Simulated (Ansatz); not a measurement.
Relaxing As

Method: DFT PBE, scalar-relativistic, plane waves, PAW in Ansatz 0.2.0. Cutoff 420 eV, Γ-centred k mesh, Gaussian smearing, no spin polarisation in the final step.

The start puts As on the sites of a reported C cell (R-3m, No. 166), at a guessed volume.

```xyz
4
Lattice="1.4301 0.8257 12.9643 -1.4301 0.8257 12.9643 0.0000 -1.6514 12.9643" Properties=species:S:1:pos:R:3 pbc="T T T"
As    0.0000    0.0000    1.9446
As    0.0000    0.0000   36.9481
As    0.0000    0.0000   11.0067
As    0.0000    0.0000   27.8861
```

Cell and atoms relax at zero pressure; the relaxation can't lower the symmetry of the start. After a coarse first stage the cell is made exact in the group found at 0.06 Å.

Q: Which crystal results?

A: It keeps R-3m (No. 166), but not the shape of the type it started on. Conventional cell: a = 3.610 Å, c = 34.279 Å. As on Wyckoff site c (2 atoms of the primitive cell) has 3 As at 2.51 Å; As on Wyckoff site c (2 atoms of the primitive cell) is coordinated by 3 As at 2.51 Å.

Space group R-3m:H (No. 166). a = 3.610 Å, b = 3.610 Å, c = 34.279 Å, α = 90.00°, β = 90.00°, γ = 120.00°
```tsv
atom	site	symmetry	x	y	z
As	6c	3m	0.3333	0.6667	0.7349
As	6c	3m	0.3333	0.6667	0.8912
```

Q: What are its volume, density and gap?

A: The volume per atom is 32.2 Å³. The density is 3.9 g/cm³ and the gap on the 9×9×9 mesh is 1.08 eV.

The final run used a 9×9×9 mesh on its 4-atom cell and 0.02 eV smearing. Weakly bound directions are ill-defined at this level, which has no dispersion term. Symmetry constrained the relaxation, so the result can be a saddle point.